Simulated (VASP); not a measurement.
# BaS in VASP: a series of runs

Runs on BaS. Level: LDA. Tasks: electric field gradients.

All numbers are computed with VASP 6.6.1; they aren't measurements. Logs are shortened: lines on timing, memory, paths and dates and some standing lists are left out, and cuts for length are marked.

**Experimental background.**

A printed reference work, monograph, original work of 1988 reports, for a bulk crystal of BaS at 2 K: band gap 3.806 eV (indirect).

How close the calculation comes is told below.

**1. The cell of the first run**

The structure is trigonal, space group R-3m (No. 166). Conventional cell: a = 4.471 Å, b = 4.471 Å, c = 11.285 Å, α = 90.00°, β = 90.00°, γ = 120.00°. Ba (site symmetry -3m) has 6 S at 3.19 Å within 4.2 Å. Within 4.2 Å of S (site symmetry -3m) lie 6 Ba at 3.19 Å.

**2. Electric field gradients, LDA (equal xy, yz and zx shear strains of +2 %)**

Input file INCAR:

```
SYSTEM = BaS
ALGO = Normal ; EDIFF = 1E-8
ENCUT = 520 ; GGA = CA
ISIF = 2 ; ISMEAR = -1
LASPH = .True. ; LCHARG = .False.
LEFG = .True. ; LREAL = .False.
LWAVE = .False. ; NBANDS = 15
NELM = 80 ; PREC = Accurate
SIGMA = 0.01
```

Input file KPOINTS:

```
k-points
0
Gamma
  7 7 7
  0 0 0
```

Input file POSCAR:

```
BaS
1.0
    0.0638750000      3.2256875000      3.2256875000
    3.2256875000      0.0638750000      3.2256875000
    3.2256875000      3.2256875000      0.0638750000
Ba S
1 1
Direct
    0.0000000000      0.0000000000      0.0000000000
    0.5000000000      0.5000000000      0.5000000000
```

Potentials or basis: VASP PAW LDA potentials, release 64 (Ba_sv, S).

On the command line:

```sh
$ cat potpaw_LDA.64/Ba_sv/POTCAR potpaw_LDA.64/S/POTCAR > POTCAR
$ mpirun -np 1 vasp_std > vasp.out
```

OUTCAR:

```text
SYSTEM = BaS
   EDIFF = 1E-8
   ENCUT = 520
   GGA = CA
   ISIF = 2
   ISMEAR = -1
   LASPH = .True.
   LREAL = .False.
   NELM = 80
   PREC = Accurate

 ion  position               nearest neighbor table
   1  0.000  0.000  0.000-   2 3.19   2 3.19   2 3.19   2 3.19   2 3.19   2 3.19
   2  0.500  0.500  0.500-   1 3.19   1 3.19   1 3.19   1 3.19   1 3.19   1 3.19

  LATTYP: Found a trigonal (rhomboedric) cell.
 ALAT       =     4.5622581811
 COS(alpha) =     0.5197000882

  Lattice vectors:

 A1 = (   0.0638750000,   3.2256875000,   3.2256875000)
 A2 = (   3.2256875000,   0.0638750000,   3.2256875000)
 A3 = (   3.2256875000,   3.2256875000,   0.0638750000)

Analysis of symmetry for initial positions (statically):
=====================================================================
 Subroutine PRICEL returns:
 Original cell was already a primitive cell.

 Routine SETGRP: Setting up the symmetry group for a
 trigonal (rhombohedral) supercell.

 Subroutine GETGRP returns: Found 12 space group operations
 (whereof 12 operations were pure point group operations)
 out of a pool of 12 trial point group operations.

The static configuration has the point symmetry D_3d.

Analysis of symmetry for dynamics (positions and initial velocities):
=====================================================================
 Subroutine PRICEL returns:
 Original cell was already a primitive cell.

 Routine SETGRP: Setting up the symmetry group for a
 trigonal (rhombohedral) supercell.

 Subroutine GETGRP returns: Found 12 space group operations
 (whereof 12 operations were pure point group operations)
 out of a pool of 12 trial point group operations.

The dynamic configuration has the point symmetry D_3d.

 Subroutine INISYM returns: Found 12 space group operations
 (whereof 12 operations are pure point group operations),
 and found     1 'primitive' translations

----------------------------------------------------------------------------------------

                                     Primitive cell

  volume of cell :      65.1333

  direct lattice vectors                    reciprocal lattice vectors
     0.063875000  3.225687500  3.225687500    -0.159687509  0.156586780  0.156586780
     3.225687500  0.063875000  3.225687500     0.156586780 -0.159687509  0.156586780
     3.225687500  3.225687500  0.063875000     0.156586780  0.156586780 -0.159687509

  length of vectors
     4.562258181  4.562258181  4.562258181     0.273018204  0.273018204  0.273018204

  position of ions in fractional coordinates (direct lattice)
     0.000000000  0.000000000  0.000000000
     0.500000000  0.500000000  0.500000000

  ion indices of the primitive-cell ions
   primitive index   ion index
                 1           1
                 2           2

----------------------------------------------------------------------------------------

 KPOINTS: k-points

Automatic generation of k-mesh.
 Grid dimensions read from file:
 generate k-points for:    7    7    7

 Generating k-lattice:

  Cartesian coordinates                     Fractional coordinates (reciprocal lattice)
    -0.022812501  0.022369540  0.022369540     0.142857143  0.000000000 -0.000000000
     0.022369540 -0.022812501  0.022369540     0.000000000  0.142857143 -0.000000000
     0.022369540  0.022369540 -0.022812501     0.000000000  0.000000000  0.142857143

  Length of vectors
     0.039002601  0.039002601  0.039002601

  Shift w.r.t. Gamma in fractional coordinates (k-lattice)
     0.000000000  0.000000000  0.000000000

 Subroutine IBZKPT returns following result:
 ===========================================

 Found     44 irreducible k-points:

 Following reciprocal coordinates:
            Coordinates               Weight
  0.000000  0.000000  0.000000      1.000000
  0.142857 -0.000000  0.000000      6.000000
  0.285714  0.000000 -0.000000      6.000000
  0.428571  0.000000  0.000000      6.000000
  0.142857  0.142857 -0.000000      6.000000
  0.285714  0.142857 -0.000000     12.000000
[... 16 lines left out ...]
  0.285714  0.285714  0.142857      6.000000
  0.428571  0.285714  0.142857     12.000000
 [... further k-points ...]
   k-points           NKPTS =     44   k-points in BZ     NKDIM =     44   number of bands    NBANDS=     15
   number of dos      NEDOS =    301   number of ions     NIONS =      2
   total plane-waves  NPLWV =  46656
   dimension x,y,z NGX =    36 NGY =   36 NGZ =   36
   dimension x,y,z NGXF=    72 NGYF=   72 NGZF=   72
   ions per type =               1   1
   NGX,Y,Z   is equivalent  to a cutoff of  13.12, 13.12, 13.12 a.u.
   NGXF,Y,Z  is equivalent  to a cutoff of  26.24, 26.24, 26.24 a.u.
 SYSTEM =  BaS
   PREC   = accura    normal or accurate (medium, high low for compatibility)
   ISTART =      0    job   : 0-new  1-cont  2-samecut
   ICHARG =      2    charge: 1-file 2-atom 10-const
   ISPIN  =      1    spin polarized calculation?
   LNONCOLLINEAR =      F non collinear calculations
   LSORBIT =      F    spin-orbit coupling
   LASPH  =      T    aspherical Exc in radial PAW
   ENCUT  =  520.0 eV  38.22 Ry    6.18 a.u.   8.48  8.48  8.48*2*pi/ulx,y,z
   NELM   =     80;   NELMIN=  2; NELMDL= -5     # of ELM steps
   EDIFF  = 0.1E-07   stopping-criterion for ELM
   LREAL  =      F    real-space projection
   EDIFFG = 0.1E-06   stopping-criterion for IOM
   NSW    =      0    number of steps for IOM
   IBRION =     -1    ionic relax: 0-MD 1-quasi-New 2-CG
   NFREE  =      0    steps in history (QN), initial steepest desc. (CG)
   ISIF   =      2    stress and relaxation
   ISYM   =      2    0-nonsym 1-usesym 2-fastsym
   POTIM  = 0.5000    time-step for ionic-motion
   TEBEG  =    0.0;   TEEND  =   0.0 temperature during run
   PSTRESS=    0.0 pullay stress
   NELECT =      16.0000    total number of electrons
   NUPDOWN=      -1.0000    fix difference up-down
   EMIN   =  10.00;   EMAX   =-10.00  energy-range for DOS
   EFERMI =   0.00;   METHOD = LEGACY
   ISMEAR =    -1;   SIGMA  =   0.01  broadening in eV -4-tet -1-fermi 0-gaus
   EFERMI_NEDOS =   21; number of points for ismear=-14 and -15
   IALGO  =     38    algorithm
   IMIX   =      4    mixing-type and parameters
     AMIX     =   0.40;   BMIX     =  1.00
     AMIX_MAG =   1.60;   BMIX_MAG =  1.00
  volume/ion in A,a.u.               =      32.57       219.77
  Fermi-wavevector in a.u.,A,eV,Ry     =   1.025291  1.937519 14.302733  1.051221
  Thomas-Fermi vector in A             =   2.159123
   LORBIT       =      0    0 simple, 1 ext, 2 COOP (PROOUT), +10 PAW based schemes
   GGA     = CA    functional components
   LHFCALC =     F    Hartree Fock is set to
   AEXX    =    0.0000 exact exchange contribution
   IVDW    =     0    specifies the selected vdW correction
   LEPSILON=     F    determine dielectric tensor
   LRPA    =     F    only Hartree local field effects (RPA)
 non-spin polarized calculation
  energy-cutoff  :      520.00
  volume of cell :       65.13
 maximum number of plane-waves:      1775
 NGX is ok and might be reduce to    36
   NGX = 17   NGY = 17   NGZ = 17

 number of electron      16.0000000 magnetization

 Free energy of the ion-electron system (eV)
  ---------------------------------------------------
  ext. energy  EPLUGINS =         0.00000000
  ---------------------------------------------------
  free energy    TOTEN  =       -11.15525588 eV

  energy without entropy =      -11.15525588  energy(sigma->0) =      -11.15525588

 E-fermi :   1.5795     XC(G=0):  -8.9936

 val. band max:        1.2696338762   @ k =   0.0000   0.0000   0.0000
 cond. band min:       3.2035923887   @ k =   0.4286   0.4286  -0.0000
 fundamental gap:      1.9339585125
 Fermi energy:         1.5794820969

 k-point     1 :       0.0000    0.0000    0.0000
  band No.  band energies     occupation
      1     -24.7608      2.00000
      2      -9.8408      2.00000
      3      -9.8293      2.00000
      4      -9.8293      2.00000
      5      -9.0722      2.00000
      6       1.1977      2.00000
      7       1.2696      2.00000
      8       1.2696      2.00000
      9       4.5055      0.00000
     10       4.8325      0.00000
     11       5.0215      0.00000
     12       5.0215      0.00000
     13       5.9364      0.00000
     14       5.9364      0.00000
     15       9.6914      0.00000

 k-point     2 :       0.1429   -0.0000    0.0000
  band No.  band energies     occupation
      1     -24.7517      2.00000
      2     -10.2091      2.00000
      3      -9.8461      2.00000
      4      -9.8395      2.00000
      5      -8.6786      2.00000
      6       0.7121      2.00000
      7       0.9184      2.00000
      8       0.9973      2.00000
      9       4.8962      0.00000
     10       5.1314      0.00000
     11       5.3333      0.00000
     12       5.4249      0.00000
     13       6.5348      0.00000
     14       6.5367      0.00000
     15      10.5448      0.00000

 k-point     3 :       0.2857    0.0000   -0.0000
  band No.  band energies     occupation
      1     -24.7313      2.00000
      2     -10.6870      2.00000
      3      -9.8621      2.00000
      4      -9.8606      2.00000
      5      -8.1638      2.00000
      6      -0.1575      2.00000
      7       0.4107      2.00000
      8       0.5150      2.00000
      9       5.2879      0.00000
     10       5.9492      0.00000
     11       6.2027      0.00000
     12       6.7807      0.00000
     13       7.9524      0.00000
     14       7.9628      0.00000
     15      11.6966      0.00000
[... 343 lines left out ...]
 k-point    23 :       0.2857    0.2857    0.1429
  band No.  band energies     occupation
      1     -24.7350      2.00000
      2     -10.5388      2.00000
      3      -9.8956      2.00000
      4      -9.8936      2.00000
      5      -8.3167      2.00000
      6      -0.0970      2.00000
      7       0.7665      2.00000
      8       0.9138      2.00000
      9       4.4337      0.00000
     10       5.9602      0.00000
     11       6.3623      0.00000
     12       6.5276      0.00000
     13       6.8137      0.00000
     14       8.7056      0.00000
     15      11.7567      0.00000

 k-point    24 :       0.4286    0.2857    0.1429
  band No.  band energies     occupation
      1     -24.7200      2.00000
      2     -10.6395      2.00000
      3     -10.0119      2.00000
      4      -9.9097      2.00000
      5      -8.2373      2.00000
      6      -0.1910      2.00000
      7       0.4904      2.00000
      8       0.8717      2.00000
      9       4.4835      0.00000
     10       6.3202      0.00000
     11       7.0509      0.00000
     12       7.2854      0.00000
     13       7.7831      0.00000
     14       9.5184      0.00000
     15      10.8355      0.00000

 [... further k-points ...]

------------------------ aborting loop because EDIFF is reached ----------------------------------------

  FORCE on cell =-STRESS in cart. coord.  units (eV):
  Direction    XX          YY          ZZ          XY          YZ          ZX
  --------------------------------------------------------------------------------------
  -------------------------------------------------------------------------------------
  Total       -0.7516283     -0.7516283     -0.7516283     -0.1659553     -0.1659553     -0.1659553
  in kB      -18.4888713    -18.4888713    -18.4888713     -4.0822376     -4.0822376     -4.0822376
  external PRESSURE =     -18.4888713 kB  Pullay stress =       0.0000000 kB

 VOLUME and BASIS-vectors are now :
 -----------------------------------------------------------------------------
  energy-cutoff  :      520.00
  volume of cell :       65.13
      direct lattice vectors                 reciprocal lattice vectors
     0.063875000  3.225687500  3.225687500    -0.159687509  0.156586780  0.156586780
     3.225687500  0.063875000  3.225687500     0.156586780 -0.159687509  0.156586780
     3.225687500  3.225687500  0.063875000     0.156586780  0.156586780 -0.159687509

 POSITION                                       TOTAL-FORCE (eV/Angst)
 -----------------------------------------------------------------------------------
      0.00000      0.00000      0.00000         0.000000     -0.000000      0.000000
      3.25762      3.25762      3.25762        -0.000000      0.000000     -0.000000
 -----------------------------------------------------------------------------------
    total drift:                                0.000000      0.000000      0.000000

  FREE ENERGIE OF THE ION-ELECTRON SYSTEM (eV)
  ---------------------------------------------------
  free  energy   TOTEN  =       -11.1552558800 eV

  energy  without entropy=      -11.1552558800  energy(sigma->0) =      -11.15525588

 Electric field gradients (V/A^2)
---------------------------------------------------------------------
 ion       V_xx      V_yy      V_zz      V_xy      V_xz      V_yz
---------------------------------------------------------------------
   1       0.000    -0.000     0.000    -6.994    -6.994    -6.994
   2       0.000    -0.000     0.000     1.526     1.526     1.526
---------------------------------------------------------------------

 Electric field gradients after diagonalization (V/A^2)
 (convention: |V_zz| > |V_xx| > |V_yy|)
----------------------------------------------------------------------
 ion       V_xx      V_yy      V_zz     asymmetry (V_yy - V_xx)/ V_zz
----------------------------------------------------------------------
   1       6.994     6.994   -13.989       0.000
   2      -1.526    -1.526     3.053       0.000
----------------------------------------------------------------------

           NMR quadrupolar parameters

 Cq : quadrupolar parameter    Cq=e*Q*V_zz/h
 eta: asymmetry parameters     (V_yy - V_xx)/ V_zz
 Q  : nuclear electric quadrupole moment in mb (millibarn)
----------------------------------------------------------------------
 ion       Cq(MHz)       eta       Q (mb)
----------------------------------------------------------------------
   1      -0.034       0.000       1.000
   2       0.007       0.000       1.000
----------------------------------------------------------------------
```

It took 36 s on 1 thread of Intel Xeon Platinum 8375C at 2.90GHz (Ice Lake), shared host; peak memory 0.19 GiB.

What came out:

- Free energy: -11.1553 eV
- Pressure: -1.8 GPa
- Band gap on the k mesh: 1.93 eV, indirect (least direct gap 2.08 eV)

Stress tensor (GPa, compression positive):
```
-1.85 -0.41 -0.41
-0.41 -1.85 -0.41
-0.41 -0.41 -1.85
```

Electric field gradients, principal values (V/Å²):
| atom | least | middle | greatest (by size) |
| --- | --- | --- | --- |
| 1 Ba | 6.994 | 6.994 | -13.989 |
| 2 S | -1.526 | -1.526 | 3.053 |

Caveat: the cell differs from its parent crystal (equal xy, yz and zx shear strains of +2 %); without QUAD_EFG the Cq values of the log hold for a quadrupole moment of 1 mb, not for the nuclei; spin-orbit coupling is left out, which moves the levels of the heavy elements.

(Continued in part 2 of 2.)
